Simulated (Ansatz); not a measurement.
# A series in volume ratio on PbSe

Results calculated with Ansatz 0.2.0, not measured. Plane-wave density functional theory, PAW datasets, Gaussian smearing 0.05 eV: equation of state, the given cell scaled in volume with shape and atoms relaxed at each volume.

The cell before it is scaled or strained (space group Fm-3m, No. 225):
```
PbSe
1.0
      0.0000     3.0515     3.0515
      3.0515     0.0000     3.0515
      3.0515     3.0515     0.0000
Pb Se
1 1
Direct
  0.50000 0.50000 0.50000
  0.00000 0.00000 0.00000
```

Settings of every row: paw set soft_2; functional PBEsol; spin treatment none; moment partition spheres; spin axis none; wave cutoff 420 eV; k mesh 10x10x10; symmetry use detected.

Atom hubbard u: 0 on all atoms.

Limits: no spin-orbit coupling, which can matter with elements this heavy.

| row | volume ratio | V (Å³/atom) | energy above given cell (meV per atom) | pressure (GPa) |
| --- | --- | --- | --- | --- |
| 1 | 0.96 | 27.277 | 8.19 | 2.367 |
| 2 | 0.98 | 27.845 | ? | ? |
| 3 | 1 | 28.414 | 0 | 0 |
| 4 | 1.02 | 28.982 | 1.84 | -1.018 |
| 5 | 1.04 | 29.55 | 7.1 | -1.932 |

Question: what energy above given cell and pressure should row 2 give?

Worked fit of energy above given cell. Take u = (V_r/V)^(2/3) − 1 with V_r = 28.698 Å³ an atom, which is twice the finite (Eulerian) strain; such expansions in the strain, on which the Birch-Murnaghan equation of state is built, carry the rest volume and the bulk modulus. The shown rows have u = 0.03444, 0.00665, -0.00654, -0.01932. Least squares give energy above given cell = 0.467 − 139.48 × u + 10560.1 × u² meV per atom; a straight line predicts inner rows, each left out in turn, worse (root mean square 4.7 against 0.018 meV per atom). The rows lie off it by 0.00, -0.01, 0.01, 0.00. Its lowest point lies at u = 0.0066, or V = 28.42 Å³ an atom, and the curvature there gives the bulk modulus with shape and atoms relaxed, B = (4/9)(1 + u)² E″(u)/V = 53.6 GPa. The withheld row has u = 0.02032, so the fit gives 0.467 − 139.48 × (0.02032) + 10560.1 × (0.02032)² = 1.99 meV per atom.

The calculation gave 1.98 meV per atom. The fit lies 0.01 meV per atom (0.12 % of the column's range) above it, one unit of the last digit.

Worked fit of pressure. Take u = (V_r/V)^(2/3) − 1 with V_r = 28.698 Å³ an atom, which is twice the finite (Eulerian) strain; such expansions in the strain, on which the Birch-Murnaghan equation of state is built, carry the rest volume and the bulk modulus. The shown rows have u = 0.03444, 0.00665, -0.00654, -0.01932. Least squares give pressure = −0.5218 + 76.929 × u + 201.94 × u² GPa; a straight line predicts inner rows, each left out in turn, worse (root mean square 0.089 against 0.0035 GPa). The rows lie off it by 0.000, 0.001, -0.002, 0.001. The pressure vanishes at u = 0.0067, or V = 28.41 Å³ an atom, and there the bulk modulus with shape and atoms relaxed is B = −V dP/dV = (2/3)(1 + u) dP/du = 53.4 GPa. The withheld row has u = 0.02032, so the fit gives −0.5218 + 76.929 × (0.02032) + 201.94 × (0.02032)² = 1.125 GPa.

The calculation gave 1.129 GPa. The fit lies 0.004 GPa (0.093 % of the column's range) below it; its largest miss of a shown row is 0.002 GPa.
